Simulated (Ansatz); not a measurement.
**MgH2 (fluorite type): how the settings move a single-point run**

Aim: see which settings change the result for MgH2 (fluorite type), by how much, and at what cost.

Method: reference: DFT, PBE, all-electron PAW with datasets made for the crystal, scalar-relativistic, in Ansatz 0.2.0.

## Step 1: Starting point

Symmetry: Fm-3m, No. 225, cubic system. The conventional cell has a = 4.757 Å, b = 4.757 Å, c = 4.757 Å, α = 90.00°, β = 90.00°, γ = 90.00°. Mg (site symmetry m-3m) is surrounded by 8 H at 2.06 Å. Around H (site symmetry -43m) lie 4 Mg at 2.06 Å.

As a file:

```cif
data_structure
_symmetry_space_group_name_H-M 'P 1'
_symmetry_Int_Tables_number 1
_cell_length_a 3.3640
_cell_length_b 3.3640
_cell_length_c 3.3640
_cell_angle_alpha 60.000
_cell_angle_beta 60.000
_cell_angle_gamma 60.000
_cell_volume 26.92
loop_
_atom_site_label
_atom_site_type_symbol
_atom_site_fract_x
_atom_site_fract_y
_atom_site_fract_z
_atom_site_occupancy
Mg1 Mg 0.00000 0.00000 0.00000 1
H1 H 0.25000 0.25000 0.25000 1
H2 H 0.75000 0.75000 0.75000 1
```

## Step 2: The reference run

Input file input.yaml:

```yaml
crystal:
  lattice:
    - [0.0, 2.378705198, 2.378705198]
    - [2.378705198, 0.0, 2.378705198]
    - [2.378705198, 2.378705198, 0.0]
  atoms:
    - { symbol: Mg, position: [0.0, 0.0, 0.0] }
    - { symbol: H, position: [0.25, 0.25, 0.25] }
    - { symbol: H, position: [0.75, 0.75, 0.75] }
kpoints:
  mp_grid: { grid: [14, 14, 14] }
  band_path:
    path:
      - [0.0, 0.0, 0.0]
      - [0.5, 0.0, 0.5]
      - [0.625, 0.25, 0.625]
      - [0.375, 0.375, 0.75]
      - [0.0, 0.0, 0.0]
      - [0.5, 0.5, 0.5]
      - [0.5, 0.25, 0.75]
      - [0.5, 0.0, 0.5]
    npoints: 8
scf:
  occupations: { method: fermi_dirac, width: 0.05 }
hamiltonian:
  xc: pbe
  pseudopotentials: { kind: all_electron, datasets: crystal }
output:
  forces: true
  stress: true
  eigenvalues: true
  efg: { contact_densities: true }
```

Run with:

```sh
ansatz run input.yaml --threads 1 --pin off --max-ram 4096MiB --backend cpu --events-out ev --progress --plain --runs-dir out
```

## Step 3: Changed: mp_grid.grid [5, 5, 5]

Changes to input.yaml since step 2:

```diff
@@ -10,3 +10,3 @@
 kpoints:
-  mp_grid: { grid: [14, 14, 14] }
+  mp_grid: { grid: [5, 5, 5] }
   band_path:
```

What does the calculation give? Wanted: for each run, ending; energy change; pressure; gap; force.

The runs gave:

| run | ending | energy change | pressure (GPa) | gap (eV) | force (eV/Å) | cycles | time |
| --- | --- | --- | --- | --- | --- | --- | --- |
| reference | converged | 0 | 0.0 | 0.00 | 0.00 | 6 | 4.8 s |
| 1: mp_grid.grid [5, 5, 5] | converged | +2.1 meV/atom | 0.2 | 0.00 | 0.00 | 6 | 3 s |

Residual by cycle in the longest SCF loop of each run; runs are numbered as in the table. The quantity is the density residual dr2, in eV.

| cycle | reference | run 1 |
| --- | --- | --- |
| 1 | 1.92 | 1.93 |
| 2 | 0.206 | 0.217 |
| 3 | 7.8e-4 | 7.5e-4 |
| 4 | 1.1e-4 | 1.2e-4 |
| 5 | 9.8e-7 | 5.9e-7 |
| 6 | 1.3e-8 | 1.4e-8 |

What this shows: Changing the k-point mesh moves the energy by +2.1 meV/atom. Sampling errors of the energy have no fixed sign. Cost: 3 s against 4.8 s.
